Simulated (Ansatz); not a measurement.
Runs of Ansatz 0.2.0 on Mg. The structure is hexagonal, space group P6_3/mmc (No. 194). The conventional cell has a = 3.209 Å, b = 3.209 Å, c = 5.210 Å, α = 90.00°, β = 90.00°, γ = 120.00°. Mg (site symmetry -6m2) has 12 Mg at 3.20 to 3.21 Å as nearest neighbours. 

```tsv
task	level	potentials or basis	spin	cell	k mesh	cutoff (eV)	smearing	driver	conventional	eos	atoms under strain	other keys	gap on the mesh (eV)	pressure (GPa)	moment (μB)	V0 of scaled cells (Å³/atom)	B0 (GPa)
density of states	LDA	PseudoDojo LDA	off	as given	10 × 10 × 5	1143	fermi-dirac 0.05 eV	chain	yes	-	-	-	none	-2.3	-	-	-
equation of state	r2SCAN	Ansatz PAW	collinear, random start	as given	10 × 10 × 5	500	cold 0.05 eV	calculator	-	vinet	-	-	-	-	-	22.58	40
elastic constants	PBEsol+D4	Ansatz PAW	non-collinear, program default start	volume scaled by 0.96	8 × 8 × 5	420	gaussian 0.05 eV	chain	yes	-	relaxed	-	none	0.1	0.00	-	-
equation of state	PBEsol	Ansatz NC or PseudoDojo by element	collinear, antiferromagnetic start	as given	10 × 10 × 5	1143	gaussian 0.025 eV	calculator	-	birch	-	-	-	-	-	22.53	(b)
density of states	PBEsol	PseudoDojo PBEsol	collinear, random start	as given	10 × 10 × 5	1143	cold 0.005 eV	chain	-	-	-	scf.occupations.method = cold; scf.occupations.width = 0.005	none	(a)	0.03	-	-
```

Question: Fill in the values left out.

Answer: (a) -1.1; (b) 38.

Caveats: the cell was scaled at fixed shape and fractional positions, which overstates the stiffness of a crystal with free parameters, most of all of layers and chains (some runs); the starting moments weren't kept (some runs); the PAW data sets were made with another functional, which shifts forces and pressure a little (some runs); pairwise dispersion overbinds metals, which lowers pressure and volume (some runs).

A gap of «none» marks a metal or a gap under the smearing width.

Runs at the PBE level aren't shown here.
